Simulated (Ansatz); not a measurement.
Crystal: MgSi.

```
Si Mg
1.0
     2.90839    0.00000    0.00000
     0.00000    2.90839    0.00000
     0.00000    0.00000    4.10343
Si Mg
1 1
Direct
  0.50000 0.50000 0.50000
  0.00000 0.00000 0.00000
```

The cell comes from a database or a generator and needn't be the stable form of this composition.

```yaml
Program: Ansatz 0.2.0
Task: relaxation of cell and atoms
Functional: BLYP
Dispersion: D3(BJ)
Potentials_or_basis: all-electron LAPW, scalar-relativistic
Basis_error_allowed: 0.001 eV/atom
k_mesh: 9 × 9 × 7
Occupations: fermi-dirac, width 0.05 eV
Spin: no spin polarisation
```

At the start: volume 17.35 Å³/atom.

**Question.** How do energy, volume and symmetry change on relaxing?

**Answer.** Over 6 steps the energy falls by 38.3 meV/atom and the volume is 16.31 Å³/atom (-6.0 %); space group P4/mmm (No. 123, to 0.05 Å).

Step by step:
```tsv
step	energy change (eV)	largest force (eV/Å)	volume (Å³)
1	0.0000	0.0000	34.71
2	-0.0693	0.0000	32.84
3	-0.0760	0.0000	32.38
4	-0.0765	0.0000	32.59
5	-0.0765	0.0000	32.62
6	-0.0765	0.0000	32.62
```

Final structure:
```
CELL_PARAMETERS angstrom
2.92304 0.00000 0.00000
0.00000 2.92304 0.00000
0.00000 0.00000 3.81809
ATOMIC_POSITIONS crystal
Si 0.50000 0.50000 0.50000
Mg 0.00000 0.00000 0.00000
```
